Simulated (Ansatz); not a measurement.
**How much does the functional matter for the cell of Mg2Si?**

The starting cell is an entry of the Crystallography Open Database (1924):

```
Mg Si
1.0
     0.00000    3.19550    3.19550
     3.19550    0.00000    3.19550
     3.19550    3.19550    0.00000
Mg Si
2 1
Direct
  0.25000 0.25000 0.25000
  0.75000 0.75000 0.75000
  0.00000 0.00000 0.00000
```

Atoms and cell were relaxed at zero pressure with plane-wave PAW DFT (Ansatz 0.2.0; one set of PAW datasets, made under PBE, for all functionals; 420 eV, r2SCAN 500 eV; 9×9×9 Γ-centred mesh, fermi-dirac occupations of width 0.100 eV; no spin polarisation, no spin-orbit coupling, no dispersion correction), keeping the symmetry (Fm-3m, No. 225).

Q: Which functional gives the smallest cell, and how wide is the spread?

A: The relaxed conventional cells:

```csv
functional,a (Å),volume (Å³/atom),formation energy (eV/atom)
LDA,6.260,20.44,-0.173
PBEsol,6.325,21.09,-0.158
PBE,6.364,21.48,-0.159
r2SCAN,6.340,21.24,-0.204
the entry,6.391,21.75,–
```

LDA gives the smallest volume and PBE the largest, 5.1 % more, the usual order, since LDA overbinds and PBE's gradient terms loosen the lattice. Against the entry's volume: LDA -6.0 %, PBEsol -3.0 %, PBE -1.3 %, r2SCAN -2.4 %. No verdict is drawn from this: the entry is old or was flagged in a check, so the entry may be off as well as the functionals. The formation energies span 0.05 eV an atom, lowest under r2SCAN.

Caveats: each relaxation keeps the start's symmetry, so a distorted cell may lie lower; computed cells are at 0 K with fixed nuclei, while the entry holds thermal expansion, often some tenths of a per cent in volume and more in soft crystals; an old entry, and the compound itself may be in doubt; formation energies are at zero smearing against the elements' usual phases under the same functional, gases as free molecules, uncorrected.
